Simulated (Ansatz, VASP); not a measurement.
# Tl: VASP beside Ansatz

```
CELL_PARAMETERS angstrom
0.00000 2.46634 2.46634
2.46634 0.00000 2.46634
2.46634 2.46634 0.00000
ATOMIC_POSITIONS crystal
Tl 0.00000 0.00000 0.00000
```

This isn't the form of Tl at room conditions, which is hcp.

Alike in both runs: task single point; functional LDA; k mesh 16 × 16 × 16; occupations gaussian, width 0.15 eV; no spin polarisation.

```csv
,VASP,Ansatz
version,VASP 6.6.1,Ansatz 0.2.0
potentials or method,"VASP PAW LDA potentials, release 64 (Tl_d)","scalar-relativistic, plane waves, PAW"
plane-wave cutoff (eV),520,420
valence electrons in the cell,13,13
```

```tsv
	VASP	Ansatz	Ansatz less VASP
gap on the k mesh at the Fermi level (eV)	none	none	-
pressure (GPa)	-3.5	-3.5	-0.01
```

A gap of «none» marks a metal or a gap that the smearing closes.

The runs have no spin-orbit coupling, so splittings on Tl are missing.
